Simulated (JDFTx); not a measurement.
KI: equation of state with RPBE

The system is KI.

```xyz
2
Lattice="0.0000 3.5328 3.5328 3.5328 0.0000 3.5328 3.5328 3.5328 0.0000" Properties=species:S:1:pos:R:3 pbc="T T T"
I     3.5328    3.5328    3.5328
K     0.0000    0.0000    0.0000
```

```
Program                                 : JDFTx 1.7.0 (patched build)
Task                                    : equation of state
Functional                              : RPBE
Potentials or basis                     : PseudoDojo-SR-PBE-0.5-standard
Cutoff                                  : 1007 eV
Density cutoff                          : 8055 eV
k mesh                                  : 7 × 7 × 7
Occupations                             : fermi-dirac, width 0.05 eV
Spin                                    : no spin polarisation
Bands                                   : 14
Density cutoff over wavefunction cutoff : 8
Max SCF steps                           : 100
SCF threshold on the energy             : 1e-09 Ha
Solver of the electrons                 : scf
```

| Property | Result |
| --- | --- |
| Equilibrium volume | 51.06 Å³/atom (rough: see the caveat) |
| Bulk modulus | 8.3 GPa (rough) |

Energy against volume, from the lowest point:
```csv
volume (Å³/atom),energy (meV/atom)
41.445,57.46
42.327,43.30
43.209,31.22
44.091,21.02
44.973,12.53
45.854,5.57
46.736,0.00
```

Caveat: the minimum lies outside the volumes run; the potentials were made for another functional, which shifts forces and pressure. The run has no spin-orbit coupling, so splittings on I are missing.
